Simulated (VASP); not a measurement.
# CaO (Fm-3m) in VASP: band structure with LDA

Aim: the band structure of CaO with LDA.

All numbers are computed with VASP 6.6.1; they aren't measurements. Logs are shortened: lines on timing, memory, paths and dates and some standing lists are left out, and cuts for length are marked.

## Step 1: The crystal as given

Symmetry: Fm-3m, No. 225, cubic system. Conventional cell: a = 4.718 Å, b = 4.718 Å, c = 4.718 Å, α = 90.00°, β = 90.00°, γ = 90.00°. Ca (site symmetry m-3m) is surrounded by 6 O at 2.36 Å. O (site symmetry m-3m) is surrounded by 6 Ca at 2.36 Å.

The cell was built by a generator and needn't be a form met in nature.

## Step 2: Band structure, LDA

POSCAR reads:

```
CaO                                     
1.0
   -0.0000000000      2.3588446131      2.3588446131
    2.3588446131      0.0000000000      2.3588446131
    2.3588446131      2.3588446131      0.0000000000
  Ca              O             
     1     1
Direct
     0.0000000000000000    0.0000000000000000    0.0000000000000000
     0.5000000000000000    0.5000000000000000    0.5000000000000000
```

INCAR.step1 reads:

```
SYSTEM = CaO
ALGO = Normal
EDIFF = 1E-6
ENCUT = 520
ISIF = 2
ISMEAR = 0
LASPH = .True.
LCHARG = .True.
LREAL = .False.
LWAVE = .False.
NELM = 60
PREC = Accurate
SIGMA = 0.02
```

KPOINTS.step1 reads:

```
k-points
0
Gamma
  10 10 10
  0 0 0
```

INCAR.step2 reads:

```
SYSTEM = CaO
ALGO = Normal
EDIFF = 1E-6
ENCUT = 520
ICHARG = 11
ISIF = 2
ISMEAR = 0
LASPH = .True.
LCHARG = .False.
LREAL = .False.
LWAVE = .False.
NELM = 60
PREC = Accurate
SIGMA = 0.05
```

KPOINTS.step2 reads:

```
path GXWKGLUWLK,UX
20
line-mode
reciprocal
 0.0000000000  0.0000000000  0.0000000000  G
 0.5000000000  0.0000000000  0.5000000000  X

 0.5000000000  0.0000000000  0.5000000000  X
 0.5000000000  0.2500000000  0.7500000000  W

 0.5000000000  0.2500000000  0.7500000000  W
 0.3750000000  0.3750000000  0.7500000000  K

 0.3750000000  0.3750000000  0.7500000000  K
 0.0000000000  0.0000000000  0.0000000000  G

 0.0000000000  0.0000000000  0.0000000000  G
 0.5000000000  0.5000000000  0.5000000000  L

 0.5000000000  0.5000000000  0.5000000000  L
 0.6250000000  0.2500000000  0.6250000000  U

 0.6250000000  0.2500000000  0.6250000000  U
 0.5000000000  0.2500000000  0.7500000000  W

 0.5000000000  0.2500000000  0.7500000000  W
 0.5000000000  0.5000000000  0.5000000000  L

 0.5000000000  0.5000000000  0.5000000000  L
 0.3750000000  0.3750000000  0.7500000000  K

 0.6250000000  0.2500000000  0.6250000000  U
 0.5000000000  0.0000000000  0.5000000000  X
```

Potentials or basis: VASP PAW LDA potentials, release 64 (Ca_sv, O).

Started as:

```bash
$ cat potpaw_LDA.64/Ca_sv/POTCAR potpaw_LDA.64/O/POTCAR > POTCAR
$ cp INCAR.step1 INCAR
$ cp KPOINTS.step1 KPOINTS
$ mpirun -np 1 vasp_std > vasp.out
$ cp INCAR.step2 INCAR
$ cp KPOINTS.step2 KPOINTS
$ mpirun -np 1 vasp_std > vasp.out
```

OUTCAR:

```text
SYSTEM = CaO
   EDIFF = 1E-6
   ENCUT = 520
   ICHARG = 11
   ISIF = 2
   ISMEAR = 0
   LASPH = .True.
   LREAL = .False.
   NELM = 60
   PREC = Accurate

 ion  position               nearest neighbor table
   1  0.000  0.000  0.000-   2 2.36   2 2.36   2 2.36   2 2.36   2 2.36   2 2.36
   2  0.500  0.500  0.500-   1 2.36   1 2.36   1 2.36   1 2.36   1 2.36   1 2.36

  LATTYP: Found a face centered cubic cell.
 ALAT       =     4.7176892262

  Lattice vectors:

 A1 = (   0.0000000000,   2.3588446131,   2.3588446131)
 A2 = (   2.3588446131,   0.0000000000,   2.3588446131)
 A3 = (   2.3588446131,   2.3588446131,   0.0000000000)

Analysis of symmetry for initial positions (statically):
=====================================================================
 Subroutine PRICEL returns:
 Original cell was already a primitive cell.

 Routine SETGRP: Setting up the symmetry group for a
 face centered cubic supercell.

 Subroutine GETGRP returns: Found 48 space group operations
 (whereof 48 operations were pure point group operations)
 out of a pool of 48 trial point group operations.

The static configuration has the point symmetry O_h .

Analysis of symmetry for dynamics (positions and initial velocities):
=====================================================================
 Subroutine PRICEL returns:
 Original cell was already a primitive cell.

 Routine SETGRP: Setting up the symmetry group for a
 face centered cubic supercell.

 Subroutine GETGRP returns: Found 48 space group operations
 (whereof 48 operations were pure point group operations)
 out of a pool of 48 trial point group operations.

The dynamic configuration has the point symmetry O_h .

 Subroutine INISYM returns: Found 48 space group operations
 (whereof 48 operations are pure point group operations),
 and found     1 'primitive' translations

----------------------------------------------------------------------------------------

                                     Primitive cell

  volume of cell :      26.2499

  direct lattice vectors                    reciprocal lattice vectors
     0.000000000  2.358844613  2.358844613    -0.211968180  0.211968180  0.211968180
     2.358844613  0.000000000  2.358844613     0.211968180 -0.211968180  0.211968180
     2.358844613  2.358844613  0.000000000     0.211968180  0.211968180 -0.211968180

  length of vectors
     3.335910043  3.335910043  3.335910043     0.367139658  0.367139658  0.367139658

  position of ions in fractional coordinates (direct lattice)
     0.000000000  0.000000000  0.000000000
     0.500000000  0.500000000  0.500000000

  ion indices of the primitive-cell ions
   primitive index   ion index
                 1           1
                 2           2

----------------------------------------------------------------------------------------

 KPOINTS: path GXWKGLUWLK,UX

Interpolating k-points between supplied coordinates.

 Line segments in fractional coordinates (reciprocal lattice):
    0.000000  0.000000  0.000000  ...  0.500000  0.000000  0.500000
    0.500000  0.000000  0.500000  ...  0.500000  0.250000  0.750000
    0.500000  0.250000  0.750000  ...  0.375000  0.375000  0.750000
    0.375000  0.375000  0.750000  ...  0.000000  0.000000  0.000000
    0.000000  0.000000  0.000000  ...  0.500000  0.500000  0.500000
    0.500000  0.500000  0.500000  ...  0.625000  0.250000  0.625000
    0.625000  0.250000  0.625000  ...  0.500000  0.250000  0.750000
    0.500000  0.250000  0.750000  ...  0.500000  0.500000  0.500000
    0.500000  0.500000  0.500000  ...  0.375000  0.375000  0.750000
    0.625000  0.250000  0.625000  ...  0.500000  0.000000  0.500000

 Generated    20 points on each line segment, for a total of    200 k-points:

 Following reciprocal coordinates:
            Coordinates               Weight
  0.000000  0.000000  0.000000      0.005000
  0.026316  0.000000  0.026316      0.005000
  0.052632  0.000000  0.052632      0.005000
  0.078947  0.000000  0.078947      0.005000
  0.105263  0.000000  0.105263      0.005000
  0.131579  0.000000  0.131579      0.005000
[... 16 lines left out ...]
  0.500000  0.026316  0.526316      0.005000
  0.500000  0.039474  0.539474      0.005000
 [... further k-points ...]
   k-points           NKPTS =    200   k-points in BZ     NKDIM =    200   number of bands    NBANDS=     12
   number of dos      NEDOS =    301   number of ions     NIONS =      2
   total plane-waves  NPLWV =  21952
   dimension x,y,z NGX =    28 NGY =   28 NGZ =   28
   dimension x,y,z NGXF=    56 NGYF=   56 NGZF=   56
   ions per type =               1   1
   NGX,Y,Z   is equivalent  to a cutoff of  13.95, 13.95, 13.95 a.u.
   NGXF,Y,Z  is equivalent  to a cutoff of  27.91, 27.91, 27.91 a.u.
 SYSTEM =  CaO
   PREC   = accura    normal or accurate (medium, high low for compatibility)
   ISTART =      0    job   : 0-new  1-cont  2-samecut
   ICHARG =     11    charge: 1-file 2-atom 10-const
   ISPIN  =      1    spin polarized calculation?
   LNONCOLLINEAR =      F non collinear calculations
   LSORBIT =      F    spin-orbit coupling
   LASPH  =      T    aspherical Exc in radial PAW
   ENCUT  =  520.0 eV  38.22 Ry    6.18 a.u.   6.20  6.20  6.20*2*pi/ulx,y,z
   NELM   =     60;   NELMIN=  2; NELMDL=  0     # of ELM steps
   EDIFF  = 0.1E-05   stopping-criterion for ELM
   LREAL  =      F    real-space projection
   EDIFFG = 0.1E-04   stopping-criterion for IOM
   NSW    =      0    number of steps for IOM
   IBRION =     -1    ionic relax: 0-MD 1-quasi-New 2-CG
   NFREE  =      0    steps in history (QN), initial steepest desc. (CG)
   ISIF   =      2    stress and relaxation
   ISYM   =      2    0-nonsym 1-usesym 2-fastsym
   POTIM  = 0.5000    time-step for ionic-motion
   TEBEG  =    0.0;   TEEND  =   0.0 temperature during run
   PSTRESS=    0.0 pullay stress
   NELECT =      16.0000    total number of electrons
   NUPDOWN=      -1.0000    fix difference up-down
   EMIN   =  10.00;   EMAX   =-10.00  energy-range for DOS
   EFERMI =   0.00;   METHOD = LEGACY
   ISMEAR =     0;   SIGMA  =   0.05  broadening in eV -4-tet -1-fermi 0-gaus
   EFERMI_NEDOS =   21; number of points for ismear=-14 and -15
   IALGO  =     38    algorithm
   IMIX   =      4    mixing-type and parameters
     AMIX     =   0.40;   BMIX     =  1.00
     AMIX_MAG =   1.60;   BMIX_MAG =  1.00
  volume/ion in A,a.u.               =      13.12        88.57
  Fermi-wavevector in a.u.,A,eV,Ry     =   1.388051  2.623036 26.214157  1.926686
  Thomas-Fermi vector in A             =   2.512214
   LORBIT       =      0    0 simple, 1 ext, 2 COOP (PROOUT), +10 PAW based schemes
   GGA     = CA    functional components
   LHFCALC =     F    Hartree Fock is set to
   AEXX    =    0.0000 exact exchange contribution
   IVDW    =     0    specifies the selected vdW correction
   LEPSILON=     F    determine dielectric tensor
   LRPA    =     F    only Hartree local field effects (RPA)
 non-spin polarized calculation
 Gauss-broadening in eV      SIGMA  =   0.05
  energy-cutoff  :      520.00
  volume of cell :       26.25
 maximum number of plane-waves:       725
 NGX is ok and might be reduce to    28

 number of electron      15.9999998 magnetization

 Free energy of the ion-electron system (eV)
  ---------------------------------------------------
  ext. energy  EPLUGINS =         0.00000000
  ---------------------------------------------------
  free energy    TOTEN  =       -13.82954078 eV

  energy without entropy =      -13.82954078  energy(sigma->0) =      -13.82954078

 E-fermi :   2.6671     XC(G=0): -11.3066

 val. band max:        2.3479152594   @ k =   0.0000   0.0000   0.0000
 cond. band min:       5.7720154579   @ k =   0.5000   0.0000   0.5000
 fundamental gap:      3.4241001985
 Fermi energy:         2.6671116752

 k-point     1 :       0.0000    0.0000    0.0000
  band No.  band energies     occupation
      1     -34.4989      2.00000
      2     -15.4976      2.00000
      3     -15.4976      2.00000
      4     -15.4976      2.00000
      5     -12.9706      2.00000
      6       2.3479      2.00000
      7       2.3479      2.00000
      8       2.3479      2.00000
      9       7.3763      0.00000
     10       8.5830      0.00000
     11       8.5830      0.00000
     12       8.5830      0.00000

 k-point     2 :       0.0263    0.0000    0.0263
  band No.  band energies     occupation
      1     -34.4977      2.00000
      2     -15.5151      2.00000
      3     -15.4996      2.00000
      4     -15.4996      2.00000
      5     -12.9499      2.00000
      6       2.2922      2.00000
      7       2.3410      2.00000
      8       2.3410      2.00000
      9       7.4227      0.00000
     10       8.5533      0.00000
     11       8.6132      0.00000
     12       8.6132      0.00000

 k-point     3 :       0.0526    0.0000    0.0526
  band No.  band energies     occupation
      1     -34.4939      2.00000
      2     -15.5645      2.00000
      3     -15.5055      2.00000
      4     -15.5055      2.00000
      5     -12.8913      2.00000
      6       2.1365      2.00000
      7       2.3211      2.00000
      8       2.3211      2.00000
      9       7.5513      0.00000
     10       8.4667      0.00000
     11       8.7023      0.00000
     12       8.7023      0.00000

 k-point     4 :       0.0789    0.0000    0.0789
  band No.  band energies     occupation
      1     -34.4876      2.00000
      2     -15.6388      2.00000
      3     -15.5152      2.00000
      4     -15.5152      2.00000
      5     -12.8036      2.00000
      6       1.9092      2.00000
      7       2.2904      2.00000
      8       2.2904      2.00000
      9       7.7368      0.00000
     10       8.3301      0.00000
     11       8.8467      0.00000
     12       8.8467      0.00000

 k-point     5 :       0.1053    0.0000    0.1053
  band No.  band energies     occupation
      1     -34.4792      2.00000
      2     -15.7288      2.00000
      3     -15.5285      2.00000
      4     -15.5285      2.00000
      5     -12.6988      2.00000
      6       1.6434      2.00000
      7       2.2518      2.00000
      8       2.2518      2.00000
      9       7.9535      0.00000
     10       8.1535      0.00000
     11       9.0407      0.00000
     12       9.0407      0.00000
[... 228 lines left out ...]
      1     -34.3135      2.00000
      2     -16.2713      2.00000
      3     -15.7887      2.00000
      4     -15.7887      2.00000
      5     -12.7256      2.00000
      6       1.0727      2.00000
      7       1.9878      2.00000
      8       1.9878      2.00000
      9       5.7720      0.00000
     10      10.7888      0.00000
     11      11.5403      0.00000
     12      12.2666      0.00000

 k-point    22 :       0.5000    0.0132    0.5132
  band No.  band energies     occupation
      1     -34.3135      2.00000
      2     -16.2705      2.00000
      3     -15.7910      2.00000
      4     -15.7896      2.00000
      5     -12.7219      2.00000
      6       1.0730      2.00000
      7       1.9799      2.00000
      8       1.9832      2.00000
      9       5.7836      0.00000
     10      10.7937      0.00000
     11      11.5469      0.00000
     12      12.2414      0.00000

 k-point    23 :       0.5000    0.0263    0.5263
  band No.  band energies     occupation
      1     -34.3134      2.00000
      2     -16.2681      2.00000
      3     -15.7976      2.00000
      4     -15.7922      2.00000
      5     -12.7105      2.00000
      6       1.0739      2.00000
      7       1.9564      2.00000
      8       1.9696      2.00000
      9       5.8181      0.00000
     10      10.8080      0.00000
     11      11.5671      0.00000
     12      12.1697      0.00000

 k-point    24 :       0.5000    0.0395    0.5395
  band No.  band energies     occupation
      1     -34.3134      2.00000
      2     -16.2641      2.00000
      3     -15.8083      2.00000
      4     -15.7964      2.00000
      5     -12.6920      2.00000
      6       1.0753      2.00000
      7       1.9184      2.00000
      8       1.9476      2.00000
      9       5.8748      0.00000
     10      10.8299      0.00000
     11      11.6012      0.00000
     12      12.0593      0.00000

 [... further k-points ...]

------------------------ aborting loop because EDIFF is reached ----------------------------------------

  FORCE on cell =-STRESS in cart. coord.  units (eV):
  Direction    XX          YY          ZZ          XY          YZ          ZX
  --------------------------------------------------------------------------------------
  -------------------------------------------------------------------------------------
  Total        2.2648207      2.2648207      2.2648207     -0.0000000      0.0000000     -0.0000000
  in kB      138.2344898    138.2344898    138.2344898     -0.0000000      0.0000000     -0.0000000
  external PRESSURE =     138.2344898 kB  Pullay stress =       0.0000000 kB

 VOLUME and BASIS-vectors are now :
 -----------------------------------------------------------------------------
  energy-cutoff  :      520.00
  volume of cell :       26.25
      direct lattice vectors                 reciprocal lattice vectors
     0.000000000  2.358844613  2.358844613    -0.211968180  0.211968180  0.211968180
     2.358844613  0.000000000  2.358844613     0.211968180 -0.211968180  0.211968180
     2.358844613  2.358844613  0.000000000     0.211968180  0.211968180 -0.211968180

 POSITION                                       TOTAL-FORCE (eV/Angst)
 -----------------------------------------------------------------------------------
      0.00000      0.00000      0.00000         0.000000      0.000000     -0.000000
      2.35884      2.35884      2.35884        -0.000000     -0.000000      0.000000
 -----------------------------------------------------------------------------------
    total drift:                                0.000000      0.000000      0.000000

  FREE ENERGIE OF THE ION-ELECTRON SYSTEM (eV)
  ---------------------------------------------------
  free  energy   TOTEN  =       -13.8295407844 eV

  energy  without entropy=      -13.8295407844  energy(sigma->0) =      -13.82954078
```

It took 1.8 min on 1 thread of Intel Xeon Platinum 8375C at 2.90GHz (Ice Lake), shared host; peak memory 0.18 GiB.

What came out:

| Item | Value |
| --- | --- |
| Band gap on the k mesh | 3.42 eV, indirect (least direct gap 3.78 eV) |
| Band gap along the path | 3.42 eV, indirect (least direct gap 3.78 eV) |

Levels at the corners of the path, in eV from the valence-band top:
```csv
point,band 4,band 5,band 6,band 7,band 8,band 9,band 10,band 11,band 12
Γ,-17.85,-15.32,0.00,0.00,0.00,5.03,6.24,6.24,6.24
X,-18.14,-15.07,-1.28,-0.36,-0.36,3.42,8.44,9.19,9.92
X,-18.14,-15.07,-1.28,-0.36,-0.36,3.42,8.44,9.19,9.92
W,-18.38,-14.54,-1.41,-1.07,-1.07,6.36,6.36,8.77,9.93
W,-18.38,-14.54,-1.41,-1.07,-1.07,6.36,6.36,8.77,9.93
K,-18.06,-14.57,-1.42,-1.21,-0.84,5.07,8.20,8.97,9.37
K,-18.06,-14.57,-1.42,-1.21,-0.84,5.07,8.20,8.97,9.37
Γ,-17.85,-15.32,0.00,0.00,0.00,5.03,6.24,6.24,6.24
Γ,-17.85,-15.32,0.00,0.00,0.00,5.03,6.24,6.24,6.24
L,-17.91,-13.81,-2.85,-1.35,-1.35,7.22,8.61,8.61,8.74
L,-17.91,-13.81,-2.85,-1.35,-1.35,7.22,8.61,8.61,8.74
U,-18.06,-14.57,-1.42,-1.21,-0.84,5.07,8.20,8.97,9.37
U,-18.06,-14.57,-1.42,-1.21,-0.84,5.07,8.20,8.97,9.37
W,-18.38,-14.54,-1.41,-1.07,-1.07,6.36,6.36,8.77,9.93
W,-18.38,-14.54,-1.41,-1.07,-1.07,6.36,6.36,8.77,9.93
L,-17.91,-13.81,-2.85,-1.35,-1.35,7.22,8.61,8.61,8.74
L,-17.91,-13.81,-2.85,-1.35,-1.35,7.22,8.61,8.61,8.74
K,-18.06,-14.57,-1.42,-1.21,-0.84,5.07,8.20,8.97,9.37
U,-18.06,-14.57,-1.42,-1.21,-0.84,5.07,8.20,8.97,9.37
X,-18.14,-15.07,-1.28,-0.36,-0.36,3.42,8.44,9.19,9.92
```

Caveat: the log is that of the step along the path at fixed density, whose energy, stress, charges and moments have no meaning.
